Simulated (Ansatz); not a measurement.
Method: Ansatz, DFT PBE, scalar-relativistic, plane waves, PAW. Settings: cutoff 420 eV, Γ-centred meshes spaced at most about 0.3 Å⁻¹, and about 0.25 Å⁻¹ or finer for metals (2π included), Gaussian smearing. No spin polarisation.

These are static total energies at zero pressure.

Two relaxed structures of ZrSi₇:

A.

```
CELL_PARAMETERS angstrom
5.40012 0.00000 0.00000
-2.70006 4.67664 0.00000
0.00000 0.00000 4.95943
ATOMIC_POSITIONS crystal
Zr 0.00000 0.00000 0.00000
Si 0.48738 0.97476 0.00000
Si 0.48738 0.51262 0.00000
Si 0.02524 0.51262 0.00000
Si 0.33814 0.16907 0.50000
Si 0.83093 0.16907 0.50000
Si 0.83093 0.66187 0.50000
Si 0.33333 0.66667 0.50000
```

B.

```
CELL_PARAMETERS angstrom
5.10101 0.00000 0.00000
0.00000 5.25774 0.00000
-1.61447 0.00000 9.55819
ATOMIC_POSITIONS crystal
Zr 0.56714 0.00092 0.72435
Zr 0.43286 0.50092 0.27565
Si 0.16580 0.02640 0.27129
Si 0.33466 0.51156 0.73917
Si 0.41845 0.26442 0.96778
Si 0.23811 0.75941 0.49654
Si 0.07884 0.76799 0.06240
Si 0.24135 0.26496 0.50713
Si 0.66534 0.01156 0.26083
Si 0.83420 0.52640 0.72871
Si 0.92115 0.26799 0.93760
Si 0.75865 0.76496 0.49287
Si 0.58156 0.76442 0.03222
Si 0.76189 0.25941 0.50346
Si 0.89156 0.40392 0.16804
Si 0.10844 0.90392 0.83196
```

Question: Which form is favoured at zero pressure, and by what margin per atom?

Answer: B is lower, by 192 meV/atom. A has Zr and Si ordered on hcp sites, space group P-6m2 (No. 187), 15.7 Å³/atom and no gap on its mesh; B has space group P2_1 (No. 4), 16.0 Å³/atom and no gap. Counting Si atoms around Zr (those within 1.25 times the shortest such distance or 1.15 times the sum of covalent radii, 1.27 where that leaves under three), A has Zr 12 and B has Zr 13. A holds Si–Si units of three or more atoms (shortest 2.50 Å); B holds Si–Si bonds in all directions (shortest 2.37 Å). In A, Zr is surrounded by 6 Si at 2.70 Å and 6 Si at 2.94 Å; Si on a site of symmetry mm2 has 2 Si at 2.50 Å, 2 Zr at 2.70 Å and 8 Si at 2.87–2.96 Å; Si on a second site of symmetry mm2 is surrounded by 6 Si at 2.66–2.74 Å, 2 Zr at 2.94 Å and 4 Si at 2.96 Å; 1 more site not described. In B, Zr is surrounded by 13 Si at 2.76–3.22 Å; Si on its first site is surrounded by 6 Si at 2.42–2.58 Å, 1 Zr at 2.84 Å and 1 Zr at 3.08 Å; Si on its second site has 6 Si at 2.54–2.66 Å and 2 Zr at 2.85–2.95 Å; 5 more sites not described. Origin: A, invented; B, invented, then shaken at random and relaxed again.

Cells relaxed within their symmetry can be saddle points.
